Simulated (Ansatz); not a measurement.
**A computed series for ZnTe: pressure series**

The reference is ZnTe in the zinc blende structure (space group F-43m, No. 216).

```xyz
2
Lattice="0.0000 3.0896 3.0896 3.0896 0.0000 3.0896 3.0896 3.0896 0.0000" Properties=species:S:1:pos:R:3 pbc="T T T"
Te     4.6344     4.6344     4.6344
Zn     0.0000     0.0000     0.0000
```

Cell and atoms are relaxed at each pressure.

All numbers come from Ansatz (an electronic-structure program) PBE, scalar-relativistic without spin-orbit coupling, earlier PAW set.

Two rows of this table had their results exchanged by mistake.

```
pressure          volume per atom (Å³)  shortest distance (Å)  band gap
----------------  --------------------  ---------------------  --------
pressure −2 GPa                  31.08                  2.723   0.84 eV
pressure −1 GPa                  30.23                  2.698   0.96 eV
pressure 3 GPa                   27.77                  2.623   1.35 eV
pressure 7 GPa                   26.12                  2.569   1.66 eV
pressure 15 GPa                  17.54                  2.250   0.72 eV
pressure 30 GPa                  21.30                  2.401   1.48 eV
pressure 50 GPa                  19.22                  2.320   1.10 eV
pressure 75 GPa                  23.87                  2.493   1.84 eV
pressure 100 GPa                 16.35                  2.198   0.41 eV
```

Q: Which two?

A: The rows for pressure 15 GPa and pressure 75 GPa: the volume has to fall steadily with pressure, so 23.87 Å³ belongs to pressure 15 GPa and 17.54 Å³ to pressure 75 GPa.

Spin-orbit coupling, missing from the scalar runs, can matter with Te. Load acts through the strain it causes; cell and atoms are relaxed under it. No phonon test of stability was made. Measured, ZnTe leaves this structure (for cinnabar) near 9.5 GPa (temperature not stated; as listed in Datta, Sujoy, Jana, Debnarayan, arXiv (2020)), on rising pressure, with hysteresis.
